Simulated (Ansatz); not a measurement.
# C (Fd-3m) in Ansatz: further runs

One crystal, C, is run at these levels: LDA; tasks: band structure, single point, equation of state.

Program: Ansatz 0.2.0. These are calculated values, not measurements. Logs are shortened: lines on timing, memory, paths and dates and some standing lists are left out, and cuts for length are marked.

**Experimental background.**

From “Equation of state of cubic boron nitride at high pressures and temperatures”, 2007, arxiv:cond-mat/0702656, for a bulk crystal of C: bulk modulus 444.8 ± 0.8 GPa.

How close the calculation comes is told below.

## Step 1: Starting point

It takes space group Fd-3m (No. 227, cubic). Conventional cell: a = 3.567 Å, b = 3.567 Å, c = 3.567 Å, α = 90.00°, β = 90.00°, γ = 90.00°. C (site symmetry -43m) is surrounded by 4 C at 1.54 Å.

This isn't the form of C at room conditions, which is graphite.

## Step 2: Band structure, LDA

input.yaml reads:

```yaml
crystal:
  lattice:
    - [0.0, 1.78337, 1.78337]
    - [1.78337, 0.0, 1.78337]
    - [1.78337, 1.78337, 0.0]
  atoms:
    - { symbol: C, position: [0.75, 0.75, 0.75] }
    - { symbol: C, position: [0.5, 0.5, 0.5] }
hamiltonian:
  xc: lda
  pseudopotentials: { kind: paw }
kpoints:
  mp_grid: { grid: [13, 13, 13] }
  band_path:
    path:
      - [[0.0, 0.0, 0.0], [0.5, 0.0, 0.5], [0.5, 0.25, 0.75], [0.375, 0.375, 0.75], [0.0, 0.0, 0.0], [0.5, 0.5, 0.5], [0.625, 0.25, 0.625], [0.5, 0.25, 0.75], [0.5, 0.5, 0.5], [0.375, 0.375, 0.75]]
      - [[0.625, 0.25, 0.625], [0.5, 0.0, 0.5]]
    npoints: 14
scf:
  occupations: { method: fermi_dirac, width: 0.05 }
  n_extra_bands: 6
output:
  forces: true
  stress: true
  eigenvalues: true
  fatbands: true
```

Potentials or basis: Ansatz PAW.

Launch:

```bash
$ ansatz run input.yaml --threads 2 --pin off --max-ram 5632MiB --backend cpu --events-out ev --progress --plain --runs-dir out
```

What it wrote:

```text
Warning: RAYON_NUM_THREADS=2 ignored (pool sized by the plan → 2); use --threads N
scf.n_extra_bands = 6 over 4 filled bands (N_el = 8.0): the run solves 10 bands
Engine: ansatz 0.2.0, aarch64-unknown-linux-gnu
Pseudopotentials: kind: paw
Pseudopotential: C, paw, valence charge 4, recommended cutoff 420 eV (normal), C.paw.azcp
Functional definition: SPW92
  exchange = slater_x
  correlation = pw_c
Crystal: 2 atoms, lattice volume = 11.344 Å³
Basis set: ecut = 420 eV, 229 PW (Γ)
Bands: 10, of which v1, the nominal top of the filled ones, is band 4 counted from 1 (3 counted from 0)
Symmetry: 48 space group operations
Space group: Fd-3m (ITA 227), of the structure as read, at distance tolerance 2.2e-5 Å
k-points: 84 of 2197
Non-local potential: C, projectors of the file, l = 0: 2, l = 1: 2, l = 2: 1
PAW form: soft (Blöchl's): semilocal exchange-correlation on the pseudo side does not see the compensation charge
PAW frozen core: C, regenerated for the run's functional, and the local potential with it (the file was generated under x = pbe(κ = 0.804, μ = 0.2195149727645171), c = pbe(β = 0.06672455060314922))
PAW one-centre angular grid: C, 110 points (default); XC on 64 Gauss nodes
Initial density: superposition of atomic densities (neutral atoms: chi_scale 0, normalization atom), corrected by the library's trained network
Initial wavefunctions: pseudopotential atomic-orbital guess
Functional: x = slater, c = lda
SCF iter   1: F=—  HF=-485.971996 eV  |F-HF|=—  |Δ(HF+E_count)|=         —  Δρ=7.14e-3  dr2=2.01e-3  ethr=1.77e-3  ⟨swp⟩=4.7  Hψ=4843  notcnv=0  defer=2
preconditioner: auto → none  [insulator: Δε(μ)=4.109 eV  Ē_g=23.004 eV  σ=0.050 eV  W_gap=1.00  n_scr=0 (ndim 8)  ℏωp=31.2 eV  f_vac=0.000  D(μ)=0.00/eV (n_scr^D=0)  ε∞_Penn≈2.8]
SCF iter   2: F=—  HF=-485.971504 eV  |F-HF|=—  |Δ(HF+E_count)|=   4.92e-4  Δρ=3.35e-3  dr2=4.42e-4  ethr=2.51e-5  ⟨swp⟩=1.0  Hψ=1515  notcnv=0  defer=41
SCF iter   3: F=—  HF=-485.971383 eV  |F-HF|=—  |Δ(HF+E_count)|=   1.21e-4  Δρ=1.30e-4  dr2=1.77e-6  ethr=5.53e-6  ⟨swp⟩=1.0  Hψ=683  notcnv=0  defer=41
SCF iter   4: F=—  HF=-485.971383 eV  |F-HF|=—  |Δ(HF+E_count)|=   4.93e-7  Δρ=5.02e-5  dr2=2.31e-7  ethr=2.21e-8  ⟨swp⟩=2.0  Hψ=1006  notcnv=0  defer=41
iter 5 did not close the SCF: its close was put off for the readings that it lacked (scf_convergence_deferred on its scf_iter line)
SCF iter   5: F=-485.971383 eV  HF=-485.971383 eV  |F-HF|=3.23e-9  |Δ(HF+E_count)|=   7.27e-8  Δρ=7.39e-6  dr2=5.13e-9  ethr=2.89e-9  ⟨swp⟩=2.1  Hψ=1003  notcnv=0  defer=41
SCF iter   6: F=-485.971383 eV  HF=-485.971383 eV  |F-HF|=1.59e-11  |Δ(HF+E_count)|=   2.31e-9  Δρ=9.25e-7  dr2=3.74e-11  ethr=6.41e-11  ⟨swp⟩=3.8  Hψ=3475  notcnv=0
SCF 1 converged in 6 iterations: F = -485.971383 eV  dr2 = 3.74e-11
NSCF: frozen V_eff on 142 k-points
SCF converged after 6 iterations
Free energy (F): -485.971383 eV
Harris-Foulkes:  -485.971383 eV  (|F-HF|=1.59e-11)
Internal energy: -485.971383 eV  (E = F + TS)
E sigma→0 (E₀):  -485.971383 eV
Fermi energy:    15.096943 eV
--- Per-component energies (eV) ---
  E_band       = 33.223344
  E_kinetic    = 184.433627
  E_local      = -124.332784  (includes V_loc(G=0)·N_el)
  E_nonlocal   = 55.374801
  E_hartree    = 26.557992
  E_xc         = -96.666446
  E_vxc        = -120.324971  (∫ρ·V_xc dr)
  E_paw        = -183.502896  (= ΣΔE_a)
  E_vpaw       = -15.043295  (= ΣTr[D̂ρ^β])
  E_aug_tail   = 0.000021  (compensation charges beyond the density's cutoff)
  E_ewald      = -347.961363
  E_core_change = 0.125665  (= ΣΔE_core)
  E_smearing   = -0.000000  (= −TS)
  E_closure    = 0.000000  (closes the sum)
  Σ components = -485.971383   (vs F -485.971383, Δ=0.00e0)
--- Forces (eV/Å), atoms counted from 1 ---
  atom   1  C     -0.00000000     0.00000000    -0.00000000
  atom   2  C      0.00000000    -0.00000000     0.00000000
  max |Σ_I F_I| component: 1.16e-18 eV/Å
--- Stress (GPa, compression-positive) ---
      -13.098487       0.000000      -0.000000
        0.000000     -13.098487       0.000000
       -0.000000       0.000000     -13.098487
  P = ⅓ Tr σ = -13.0985 GPa (-130.985 kbar)
--- Band table (eV; the first three rows and the last of 84) ---
  k-point 0: bands = ["-8.2653", "13.0621", "13.0621", "13.0621", "18.6014", "18.6014", "18.6014", "26.5596", "32.0279", "39.6887"]
  k-point 1: bands = ["-8.1016", "12.0064", "12.7823", "12.7823", "18.9648", "18.9648", "19.2334", "26.6736", "32.2953", "37.5720"]
  k-point 2: bands = ["-7.6122", "9.7585", "12.1532", "12.1532", "19.7860", "19.7860", "20.2795", "27.0034", "32.8913", "35.9770"]
  k-point 83: bands = ["0.4674", "1.9097", "4.3795", "5.3602", "23.0795", "23.2227", "25.1608", "26.3728", "33.1620", "34.8909"]
```

Run time: 1.3 s. Hardware: 2 threads of Arm Neoverse N1, shared host; peak memory 0.24 GiB.

What came out:

| Item | Value |
| --- | --- |
| Free energy | -485.9714 eV |
| Pressure | -13.1 GPa |
| Band gap on the k mesh | 4.11 eV, indirect (least direct gap 5.54 eV) |
| Band gap along the path | 4.10 eV, indirect (least direct gap 5.54 eV) |

Levels at the corners of the path, in eV from the valence-band top:
| point | band 1 | band 2 | band 3 | band 4 | band 5 | band 6 | band 7 | band 8 |
| --- | --- | --- | --- | --- | --- | --- | --- | --- |
| Γ | -21.33 | 0.00 | 0.00 | 0.00 | 5.54 | 5.54 | 5.54 | 13.50 |
| X | -12.62 | -12.62 | -6.30 | -6.30 | 4.71 | 4.71 | 16.61 | 16.61 |
| W | -11.79 | -11.79 | -8.36 | -8.36 | 10.44 | 10.44 | 12.31 | 12.31 |
| K | -12.78 | -11.60 | -9.37 | -5.37 | 5.62 | 10.65 | 14.22 | 15.50 |
| Γ | -21.33 | 0.00 | 0.00 | 0.00 | 5.54 | 5.54 | 5.54 | 13.50 |
| L | -15.49 | -13.37 | -2.80 | -2.80 | 8.39 | 8.39 | 8.99 | 15.38 |
| U | -12.78 | -11.60 | -9.37 | -5.37 | 5.62 | 10.65 | 14.22 | 15.50 |
| W | -11.79 | -11.79 | -8.36 | -8.36 | 10.44 | 10.44 | 12.31 | 12.31 |
| L | -15.49 | -13.37 | -2.80 | -2.80 | 8.39 | 8.39 | 8.99 | 15.38 |
| K | -12.78 | -11.60 | -9.37 | -5.37 | 5.62 | 10.65 | 14.22 | 15.50 |
| U | -12.78 | -11.60 | -9.37 | -5.37 | 5.62 | 10.65 | 14.22 | 15.50 |
| X | -12.62 | -12.62 | -6.30 | -6.30 | 4.71 | 4.71 | 16.61 | 16.61 |

Caveat: the pressure holds a Pulay correction of +1.3 GPa for the finite cutoff; the PAW data sets come from PBE, with cores solved anew for the run's functional, which leaves a small shift of forces and pressure.

## Step 3: Single point, LDA, 5.33 Å³/atom (volume scaled by 0.94)

input.yaml reads:

```yaml
crystal:
  lattice:
    - [0.0, 1.7469644787, 1.7469644787]
    - [1.7469644787, 0.0, 1.7469644787]
    - [1.7469644787, 1.7469644787, 0.0]
  atoms:
    - { symbol: C, position: [0.75, 0.75, 0.75] }
    - { symbol: C, position: [0.5, 0.5, 0.5] }
hamiltonian:
  xc: lda
  pseudopotentials: { kind: paw }
kpoints:
  mp_grid: { grid: [13, 13, 13] }
scf:
  occupations: { method: fermi_dirac, width: 0.05 }
output:
  forces: true
  stress: true
  eigenvalues: true
  write_density: true
  write_potential: true
  elf: true
  volumetric_format: npy
```

Potentials or basis: Ansatz PAW.

Launch:

```bash
$ ansatz run input.yaml --threads 2 --pin off --max-ram 5632MiB --backend cpu --events-out ev --progress --plain --runs-dir out
```

Wall time 0.83 s (2 threads of Arm Neoverse N1, shared host); peak memory 0.24 GiB.

Results (log left out):

* Free energy: -485.9681 eV
* Pressure: 16.0 GPa
* Band gap on the k mesh: 4.26 eV, indirect (least direct gap 5.72 eV)

Caveat: odd divisions of the mesh miss points on the zone boundary, where band edges often lie, so the gap on the mesh can be too wide; the pressure holds a Pulay correction of +1.3 GPa for the finite cutoff; the PAW data sets come from PBE, with cores solved anew for the run's functional, which leaves a small shift of forces and pressure.

## Step 4: Single point, LDA, 5.44 Å³/atom (volume scaled by 0.96)

input.yaml reads:

```yaml
crystal:
  lattice:
    - [0.0, 1.7592674508, 1.7592674508]
    - [1.7592674508, 0.0, 1.7592674508]
    - [1.7592674508, 1.7592674508, 0.0]
  atoms:
    - { symbol: C, position: [0.75, 0.75, 0.75] }
    - { symbol: C, position: [0.5, 0.5, 0.5] }
hamiltonian:
  xc: lda
  pseudopotentials: { kind: paw }
kpoints:
  mp_grid: { grid: [13, 13, 13] }
scf:
  occupations: { method: fermi_dirac, width: 0.05 }
output:
  forces: true
  stress: true
  eigenvalues: true
```

Launch:

```bash
$ ansatz run input.yaml --threads 2 --pin off --max-ram 5632MiB --backend cpu --events-out ev --progress --plain --runs-dir out
```

Wall time 0.64 s (2 threads of Arm Neoverse N1, shared host); peak memory 0.24 GiB.

Results (log left out):

```yaml
Free_energy: -485.9831 eV
Pressure: 5.3 GPa
Band_gap_on_the_k_mesh: 4.21 eV, indirect (least direct gap 5.66 eV)
```

Caveat: odd divisions of the mesh miss points on the zone boundary, where band edges often lie, so the gap on the mesh can be too wide; the pressure holds a Pulay correction of +1.3 GPa for the finite cutoff; the PAW data sets come from PBE, with cores solved anew for the run's functional, which leaves a small shift of forces and pressure.

## Step 5: Single point, LDA, 5.56 Å³/atom (volume scaled by 0.98)

input.yaml: that of step 4 with these lines changed.

```diff
@@ -2,5 +2,5 @@
   lattice:
-    - [0.0, 1.7592674508, 1.7592674508]
-    - [1.7592674508, 0.0, 1.7592674508]
-    - [1.7592674508, 1.7592674508, 0.0]
+    - [0.0, 1.7714007132, 1.7714007132]
+    - [1.7714007132, 0.0, 1.7714007132]
+    - [1.7714007132, 1.7714007132, 0.0]
   atoms:
```

Launch:

```bash
$ ansatz run input.yaml --threads 2 --pin off --max-ram 5632MiB --backend cpu --events-out ev --progress --plain --runs-dir out
```

It took 0.66 s on 2 threads of Arm Neoverse N1, shared host; peak memory 0.24 GiB.

The run converged. Its results:

- Free energy: -485.9837 eV
- Pressure: -4.3 GPa
- Band gap on the k mesh: 4.16 eV, indirect (least direct gap 5.60 eV)

Caveat: odd divisions of the mesh miss points on the zone boundary, where band edges often lie, so the gap on the mesh can be too wide; the pressure holds a Pulay correction of +1.3 GPa for the finite cutoff; the PAW data sets come from PBE, with cores solved anew for the run's functional, which leaves a small shift of forces and pressure.

## Step 6: Single point, LDA, 5.67 Å³/atom

input.yaml: that of step 5 with these lines changed.

```diff
@@ -2,5 +2,5 @@
   lattice:
-    - [0.0, 1.7714007132, 1.7714007132]
-    - [1.7714007132, 0.0, 1.7714007132]
-    - [1.7714007132, 1.7714007132, 0.0]
+    - [0.0, 1.78337, 1.78337]
+    - [1.78337, 0.0, 1.78337]
+    - [1.78337, 1.78337, 0.0]
   atoms:
@@ -19 +19,5 @@
   eigenvalues: true
+  write_density: true
+  write_potential: true
+  elf: true
+  volumetric_format: npy
```

Potentials or basis: Ansatz PAW.

Launch:

```bash
$ ansatz run input.yaml --threads 2 --pin off --max-ram 5632MiB --backend cpu --events-out ev --progress --plain --runs-dir out
```

Run time: 0.85 s. Hardware: 2 threads of Arm Neoverse N1, shared host; peak memory 0.24 GiB.

Results (log left out):

- Free energy: -485.9714 eV
- Pressure: -13.1 GPa
- Band gap on the k mesh: 4.11 eV, indirect (least direct gap 5.54 eV)

Caveat: odd divisions of the mesh miss points on the zone boundary, where band edges often lie, so the gap on the mesh can be too wide; the pressure holds a Pulay correction of +1.3 GPa for the finite cutoff; the PAW data sets come from PBE, with cores solved anew for the run's functional, which leaves a small shift of forces and pressure.

## Step 7: Single point, LDA, 5.79 Å³/atom (volume scaled by 1.02)

input.yaml reads:

```yaml
crystal:
  lattice:
    - [0.0, 1.7951807415, 1.7951807415]
    - [1.7951807415, 0.0, 1.7951807415]
    - [1.7951807415, 1.7951807415, 0.0]
  atoms:
    - { symbol: C, position: [0.75, 0.75, 0.75] }
    - { symbol: C, position: [0.5, 0.5, 0.5] }
hamiltonian:
  xc: lda
  pseudopotentials: { kind: paw }
kpoints:
  mp_grid: { grid: [13, 13, 13] }
scf:
  occupations: { method: fermi_dirac, width: 0.05 }
output:
  forces: true
  stress: true
  eigenvalues: true
```

Launch:

```bash
$ ansatz run input.yaml --threads 2 --pin off --max-ram 5632MiB --backend cpu --events-out ev --progress --plain --runs-dir out
```

Wall time 0.63 s (2 threads of Arm Neoverse N1, shared host); peak memory 0.24 GiB.

The run converged. Its results:

- Free energy: -485.9471 eV
- Pressure: -21.1 GPa
- Band gap on the k mesh: 4.07 eV, indirect (least direct gap 5.48 eV)

Caveat: odd divisions of the mesh miss points on the zone boundary, where band edges often lie, so the gap on the mesh can be too wide; the pressure holds a Pulay correction of +1.3 GPa for the finite cutoff; the PAW data sets come from PBE, with cores solved anew for the run's functional, which leaves a small shift of forces and pressure.

## Step 8: Single point, LDA, 5.90 Å³/atom (volume scaled by 1.04)

input.yaml: that of step 7 with these lines changed.

```diff
@@ -2,5 +2,5 @@
   lattice:
-    - [0.0, 1.7951807415, 1.7951807415]
-    - [1.7951807415, 0.0, 1.7951807415]
-    - [1.7951807415, 1.7951807415, 0.0]
+    - [0.0, 1.806838086, 1.806838086]
+    - [1.806838086, 0.0, 1.806838086]
+    - [1.806838086, 1.806838086, 0.0]
   atoms:
@@ -19 +19,5 @@
   eigenvalues: true
+  write_density: true
+  write_potential: true
+  elf: true
+  volumetric_format: npy
```

Launch:

```bash
$ ansatz run input.yaml --threads 2 --pin off --max-ram 5632MiB --backend cpu --events-out ev --progress --plain --runs-dir out
```

Run time: 0.87 s. Hardware: 2 threads of Arm Neoverse N1, shared host; peak memory 0.25 GiB.

The run converged. Its results:

* Free energy: -485.9120 eV
* Pressure: -28.3 GPa
* Band gap on the k mesh: 4.03 eV, indirect (least direct gap 5.43 eV)

Caveat: odd divisions of the mesh miss points on the zone boundary, where band edges often lie, so the gap on the mesh can be too wide; the pressure holds a Pulay correction of +1.3 GPa for the finite cutoff; the PAW data sets come from PBE, with cores solved anew for the run's functional, which leaves a small shift of forces and pressure.

## Step 9: Single point, LDA, 6.01 Å³/atom (volume scaled by 1.06)

input.yaml reads:

```yaml
crystal:
  lattice:
    - [0.0, 1.8183469191, 1.8183469191]
    - [1.8183469191, 0.0, 1.8183469191]
    - [1.8183469191, 1.8183469191, 0.0]
  atoms:
    - { symbol: C, position: [0.75, 0.75, 0.75] }
    - { symbol: C, position: [0.5, 0.5, 0.5] }
hamiltonian:
  xc: lda
  pseudopotentials: { kind: paw }
kpoints:
  mp_grid: { grid: [13, 13, 13] }
scf:
  occupations: { method: fermi_dirac, width: 0.05 }
output:
  forces: true
  stress: true
  eigenvalues: true
```

Potentials or basis: Ansatz PAW.

Launch:

```bash
$ ansatz run input.yaml --threads 2 --pin off --max-ram 5632MiB --backend cpu --events-out ev --progress --plain --runs-dir out
```

Run time: 0.67 s. Hardware: 2 threads of Arm Neoverse N1, shared host; peak memory 0.24 GiB.

Results (log left out):

- Free energy: -485.8671 eV
- Pressure: -34.9 GPa
- Band gap on the k mesh: 3.98 eV, indirect (least direct gap 5.38 eV)

Caveat: odd divisions of the mesh miss points on the zone boundary, where band edges often lie, so the gap on the mesh can be too wide; the pressure holds a Pulay correction of +1.3 GPa for the finite cutoff; the PAW data sets come from PBE, with cores solved anew for the run's functional, which leaves a small shift of forces and pressure.

## Step 10: Equation of state, LDA

This step only gathers the single runs of the series.

What came out:

| Property | Result |
| --- | --- |
| Equilibrium volume | 5.51 Å³/atom |
| Bulk modulus | 467 GPa |
| Pressure derivative of the bulk modulus | 3.6 |

Energy against volume, from the lowest point:
| volume (Å³/atom) | energy (meV/atom) |
| --- | --- |
| 5.332 | 7.82 |
| 5.445 | 0.29 |
| 5.558 | 0.00 |
| 5.672 | 6.16 |
| 5.785 | 18.31 |
| 5.899 | 35.84 |
| 6.012 | 58.29 |

## Step 11: How close it comes

Step 10. A measured bulk modulus of C is 444.8 GPa (quoted in “Equation of state of cubic boron nitride at high pressures and temperatures”, 2007, arxiv:cond-mat/0702656); the calculated 467 GPa misses it by +4.9 %. 3 values of this kind are on record (442 to 444.8 GPa); this one was drawn at random among those near their median, those with a stated uncertainty first. The fit is for a static lattice scaled at fixed shape and fixed fractional positions. The cell as given is a measured one (5.67 Å³/atom); LDA puts the equilibrium volume -2.9 % from it, thermal expansion not counted.
